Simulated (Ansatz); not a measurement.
# Mo16C: the cost of one run

Program: Ansatz 0.2.0. Level of theory: DFT PBE, scalar-relativistic, plane waves, PAW. These are calculated values, not measurements.

The COD entry's cell or inner coordinates are ideal or old and differ from later refinements, so a difference from it is no clean test against experiment.

5 further runs of the same task are left out: 1 that didn't finish, 4 set aside as unsound or not needed.

## (1) Starting point

The structure is orthorhombic, space group Pmm2 (No. 25). Conventional cell: a = 6.321 Å, b = 6.321 Å, c = 20.088 Å, α = 90.00°, β = 90.00°, γ = 90.00°. Mo (site symmetry m) is surrounded by 4 Mo at 2.74 Å. Mo (site symmetry m) has 9 Mo at 2.74 to 3.01 Å as nearest neighbours. Mo (site symmetry m) is surrounded by 8 Mo at 2.63 to 2.77 Å and 1 C at 3.01 Å. Mo (site symmetry m) has 8 Mo at 2.63 to 2.77 Å as nearest neighbours. Around Mo (site symmetry m) lie 1 C at 1.97 Å. Mo (site symmetry m) has 5 Mo at 2.63 to 3.01 Å as nearest neighbours. Only part of the 9 independent sites is listed.

As a file:

```xyz
17
Lattice="6.3209 0.0000 0.0000 0.0000 6.3209 0.0000 0.0000 0.0000 20.0884" Properties=species:S:1:pos:R:3 pbc="T T T"
Mo    1.5802    1.5802    4.0000
Mo    1.5802    4.7407    4.0000
Mo    4.7407    1.5802    4.0000
Mo    4.7407    4.7407    4.0000
Mo    0.0000    0.0000    5.5802
Mo    0.0000    3.1605    5.5802
Mo    3.1605    0.0000    5.5802
Mo    3.1605    3.1605    5.5802
Mo    1.5802    1.5802    7.2112
Mo    1.5802    4.7407    7.2112
Mo    4.7407    1.5802    7.2112
Mo    4.7407    4.7407    7.2112
Mo    0.0000    0.0000    8.5884
Mo    0.0000    3.1605    8.5884
Mo    3.1605    0.0000    8.5884
Mo    3.1605    3.1605    8.5884
C     0.0000    1.5802    9.7684
```

This is the geometry of the first run shown, built on a cell relaxed beforehand with the same method.

## (2) What is varied

Atoms count from 1 in the order of the input.

C is moved over the surface cell; relaxed at each place: the height of the adsorbate's atoms; substrate rigid; the origin of the map has the adsorbate above Mo13.

First coordinate, position of C17 along the first surface vector, from above Mo13: 8 values from 0.000 to 0.875, periodic. Second coordinate, position of C17 along the second surface vector, from above Mo13: 8 values from 0.000 to 0.875, periodic.

Relaxed at each point: the height of the adsorbate's atoms; substrate rigid. Points are written as (first, second).

The two vectors of the plane (Å): (3.160, 0.000, 0.000); (0.000, 3.160, 0.000).

## (3) The run at (0/8, 4/8) of the map's two axes

Input file input.yaml:

```yaml
crystal:
  lattice:
    - [6.3209357483, 0.0, 0.0]
    - [0.0, 6.3209357483, 0.0]
    - [0.0, 0.0, 20.0883894453]
  atoms:
    - { symbol: Mo, position: [0.25, 0.25, 0.1991199947] }
    - { symbol: Mo, position: [0.25, 0.75, 0.1991199947] }
    - { symbol: Mo, position: [0.75, 0.25, 0.1991199947] }
    - { symbol: Mo, position: [0.75, 0.75, 0.1991199947] }
    - { symbol: Mo, position: [0.0, 0.0, 0.2777840379] }
    - { symbol: Mo, position: [0.0, 0.5, 0.2777840379] }
    - { symbol: Mo, position: [0.5, 0.0, 0.2777840379] }
    - { symbol: Mo, position: [0.5, 0.5, 0.2777840379] }
    - { symbol: Mo, position: [0.25, 0.25, 0.3589730499] }
    - { symbol: Mo, position: [0.25, 0.75, 0.3589730499] }
    - { symbol: Mo, position: [0.75, 0.25, 0.3589730499] }
    - { symbol: Mo, position: [0.75, 0.75, 0.3589730499] }
    - { symbol: Mo, position: [0.0, 0.0, 0.4275300152] }
    - { symbol: Mo, position: [0.0, 0.5, 0.4275300152] }
    - { symbol: Mo, position: [0.5, 0.0, 0.4275300152] }
    - { symbol: Mo, position: [0.5, 0.5, 0.4275300152] }
    - { symbol: C, position: [0.0, 0.25, 0.4862704137] }
basis:
  ecutwfc: 420
kpoints:
  mp_grid: { grid: [4, 4, 1] }
hamiltonian:
  xc: pbe
  pseudopotentials: { kind: paw, azcp: { folder: soft_1 } }
scf:
  occupations: { method: gaussian, width: 0.1 }
output:
  forces: true
  eigenvalues: true
relax:
  adjacent_minimum: "off"
  f_tol: 0.025
  max_steps: 16
  constraints:
    - { sites: [0, 1, 2, 3, 4, 5, 6, 7, 8, 9, 10, 11, 12, 13, 14, 15] }
    - { sites: [16], fix: xy }
efield:
  axis: 3
  dipole_correction: true
  ramp_width: 0.04
```

Run with:

```console
ansatz run input.yaml --threads 4 --pin off --max-ram 12288MiB --backend cpu --events-out ev --progress --plain --runs-dir out
```

What time and memory should one allow on 4 threads of Intel Xeon Platinum 8488C (Sapphire Rapids), shared host?

About 64 s, with a peak of 2.5 GiB.
